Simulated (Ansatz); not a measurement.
## CdSe under strain: Field gradients at the nuclei

The cell is a COD entry, relaxed with PBE at fixed cell and then changed (z stretched by 2 %, ions relaxed).

```yaml
crystal:
  lattice:
    - [4.29900, 0.00000, 0.00000]
    - [-2.14950, 3.72304, 0.00000]
    - [0.00000, 0.00000, 7.15020]
  atoms:
    - { symbol: Cd, position: [0.33333, 0.66667, 0.00268] }
    - { symbol: Cd, position: [0.66667, 0.33333, 0.50268] }
    - { symbol: Se, position: [0.33333, 0.66667, 0.37411] }
    - { symbol: Se, position: [0.66667, 0.33333, 0.87411] }
```

Sites (sets of like atoms) are named by element and the number of their first atom in this list.

Computed with Ansatz: DFT, PBE, plane waves and PAW, scalar-relativistic, 420 eV cutoff, Γ-centred 12×12×6 k-points, Fermi–Dirac smearing 0.02 eV.

C_Q = eQV_zz/h, which is 24.18 MHz for Q = 1 b and V_zz = 10²¹ V/m²; η = (V_xx − V_yy)/V_zz.

| site | atoms (order as listed) | first shell | V_xx, V_yy, V_zz (10²¹ V/m²) | η | C_Q (MHz) |
| --- | --- | --- | --- | --- | --- |
| Cd | 1, 2 | 4 Se at 2.65–2.66 Å | -0.054, -0.054, 0.11 | 0.00 | – |
| Se | 3, 4 | 4 Cd at 2.65–2.66 Å | -0.77, -0.77, 1.55 | 0.00 | – |

An axis of threefold or higher order runs through Cd and Se, so V_zz lies along it and η is zero.

Cd, Se have no stable isotope with a ground-state quadrupole moment in the table, so no C_Q is given.

Without spin–orbit coupling (the program notes it for Cd) the gradients can shift somewhat, as the gap is small.

The relaxation (3 steps) took 50 s of wall time (48 s of CPU time) and 0.65 GiB at its peak, on 1 thread of Intel Xeon Platinum 8375C CPU @ 2.90GHz (Ice Lake) (x86_64; 16 cores open to the job, memory cap 3.0 GiB, no GPU), a shared host with a load of 0.3 a core.
